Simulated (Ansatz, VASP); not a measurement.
# Two plane-wave programs on C

The input INCAR:

```
SYSTEM = C
PREC = Accurate
ENCUT = 520
EDIFF = 1E-6
ISMEAR = 0
SIGMA = 0.05
LREAL = .False.
LASPH = .True.
NELM = 100
ALGO = Normal
ISIF = 2
LWAVE = .False.
LCHARG = .False.
NBANDS = 11
```

KPOINTS

```
Automatic mesh
0
Gamma
  12 12 12
  0 0 0
```

Contents of POSCAR:

```
C
1.0
    0.0000000000      1.7211139017      1.6801513908
    1.7211139017      0.0000000000      1.6801513908
    1.7211139017      1.7211139017      0.0000000000
C
2
Direct
    0.5000000000      0.5000000000      0.5000000000
    0.7500000000      0.7500000000      0.7500000000
```

Input for Ansatz:

```yaml
crystal:
  lattice:
    - [0.0, 1.7211139017, 1.6801513908]
    - [1.7211139017, 0.0, 1.6801513908]
    - [1.7211139017, 1.7211139017, 0.0]
  atoms:
    - { symbol: C, position: [0.5, 0.5, 0.5] }
    - { symbol: C, position: [0.75, 0.75, 0.75] }
basis:
  ecutwfc: 520.0
kpoints:
  mp_grid: { grid: [12, 12, 12] }
hamiltonian:
  xc: lda
  pseudopotentials: { kind: paw, azcp: { folder: soft_1 } }
scf:
  occupations: { method: gaussian, width: 0.05 }
output:
  forces: true
  stress: true
  eigenvalues: true
```

Alike in both runs: task single point; functional LDA; k mesh 12 × 12 × 12; occupations gaussian, width 0.05 eV; no spin polarisation.

|  | VASP | Ansatz |
| --- | --- | --- |
| version | VASP 6.6.1 | Ansatz 0.2.0 |
| potentials or method | VASP PAW LDA potentials, release 64 (C) | scalar-relativistic, plane waves, PAW |
| plane-wave cutoff (eV) | 520 | 520 |
| valence electrons in the cell | 8 | 8 |

```csv
,VASP,Ansatz,Ansatz less VASP
gap on the k mesh at the Fermi level (eV),3.80,3.81,+0.008
least direct gap on the mesh (eV),5.45,5.45,-0.004
```

Ansatz warned: «pseudo_functional_mismatch».
